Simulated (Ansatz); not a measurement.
# ⁹¹Zr NMR of the central transition in Zr₃N₄ at a changed volume

Cell: an entry of the Crystallography Open Database (COD), relaxed with PBE at fixed cell and then changed (volume scaled by 1.04, ions relaxed).

Space group I-43d (No. 220); a = 6.8287 Å.

| site | Wyckoff | site symmetry | x | y | z |
| --- | --- | --- | --- | --- | --- |
| Zr | 12a | -4.. | 0.3750 | 0.0000 | 0.2500 |
| N | 16c | .3. | 0.0640 | 0.0640 | 0.0640 |

One atom of each set is listed; the run and its k-mesh use a cell of 14 atoms with edges of 5.91, 5.91, 5.91 Å.

The numbers come from a DFT calculation in Ansatz (PBE, plane waves and PAW, scalar-relativistic, 420 eV cutoff, Γ-centred 6×6×6 k-points, Fermi–Dirac smearing 0.02 eV).

⁹¹Zr has I = 5/2 and Q = -176.0 mb (Pyykkö 2018); at 21.1 T its Larmor frequency is ν₀ = 83.9 MHz. Only the quadrupole interaction is simulated: positions count from each site's isotropic chemical shift, and shift anisotropy, dipolar and J coupling are left out.

Simulated pattern of one Zr site (static powder, Gaussian broadening 40 kHz):

(offset (kHz), height): (-767.8, 1), (-714.5, 84), (-661.1, 100), (-607.8, 63), (-554.5, 51), (-501.1, 44), (-447.8, 40), (-394.5, 38), (-341.1, 36), (-287.8, 35), (-234.5, 33), (-181.2, 33), (-127.8, 33), (-74.5, 32), (-21.2, 31), (32.2, 26), (85.5, 27), (138.8, 29), (192.2, 31), (245.5, 36), (298.8, 44), (352.2, 71), (405.5, 60), (458.8, 1)

Q: Which |C_Q| and η does the pattern imply?

A: The pattern spans 1103 kHz before broadening and its centre of gravity is at -212 kHz, which fixes P_Q; the places of the horns and steps fix η. That gives P_Q = 54.4 MHz, |C_Q| = 54.4 MHz and η = 0.00. The sign of C_Q can't be read from the pattern.

An axis of threefold or higher order runs through Zr, so V_zz lies along it and η is zero.

Without spin–orbit coupling (the program notes it for Zr) the gradients can shift somewhat, as the gap is small.

The relaxation (3 steps) took 18 s of wall time (59 s of CPU time) and 0.75 GiB at its peak, on 4 threads of Intel Xeon Platinum 8259CL CPU @ 2.50GHz (Skylake/Cascade Lake) (x86_64; 16 cores open to the job, memory cap 8.0 GiB, no GPU), a shared host with a load of 0.6 a core.
